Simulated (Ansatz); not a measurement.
**Hf-177 nuclear quadrupole resonance in HfO₂ under strain**

Cell: an entry of the Crystallography Open Database (COD), relaxed with PBE at fixed cell and then changed (z compressed by 1 %, ions relaxed).

```xyz
24
Lattice="5.0598 0.0000 0.0000 0.0000 10.0172 0.0000 0.0000 0.0000 5.1753" Properties=species:S:1:pos:R:3 pbc="T T T"
Hf    3.7705    8.8606    4.9951
Hf    1.2406    6.1652    0.1802
Hf    1.2893    3.8520    2.7679
Hf    3.8192    1.1566    2.4074
Hf    1.2893    1.1566    0.1802
Hf    3.8192    3.8520    4.9951
Hf    3.7705    6.1652    2.4074
Hf    1.2406    8.8606    2.7679
O     4.4038    7.9242    3.2237
O     1.8739    7.1016    1.9516
O     0.6560    2.9156    4.5392
O     3.1859    2.0930    0.6361
O     0.6560    2.0930    1.9516
O     3.1859    2.9156    3.2237
O     4.4038    7.1016    0.6361
O     1.8739    7.9242    4.5392
O     2.5437    9.7809    1.3528
O     0.0138    5.2449    3.8225
O     2.5161    4.7723    1.2348
O     5.0460    0.2363    3.9405
O     2.5161    0.2363    3.8225
O     5.0460    4.7723    1.3528
O     2.5437    5.2449    3.9405
O     0.0138    9.7809    1.2348
```

Sites (sets of like atoms) are named by element and the number of their first atom in this list.

Level of theory: DFT, PBE, plane waves and PAW, scalar-relativistic, 420 eV cutoff, Γ-centred 5×3×5 k-points, Fermi–Dirac smearing 0.02 eV (Ansatz 0.2.0).

Hf-177: I = 7/2, Q = 3365 mb (year-2017 value). Static lattice, zero field.

(1) Predict the zero-field Hf-177 lines of each site.

(2) And for ¹⁷⁹Hf (I = 9/2, Q = 3793 mb) on Hf?

Results:

(1) For I = 7/2 and η = 0 the lines are |C_Q|/14 times 1, 2 and 3; η shifts the lowest up most. At large η the states mix, and weaker lines appear at sums of the main ones; lines under 5 % of the strongest are left out.

```
site                atoms  V_zz (10²¹ V/m²)  C_Q (MHz)     η     line frequencies (MHz)
  Hf  1, 2, 3, 4, 5, 6, …             11.23        913  0.39  94.4, 122.9, 192.6, 217.4
```

(2) C_Q scales with Q to 1030 MHz, with lines at 79.3, 81.2, 124.7, 160.5, 169.4 MHz.

Without spin–orbit coupling the gradients at and beside Hf can be off by some per cent, at some sites by more. At this changed cell the PBE pressure is 8 GPa.
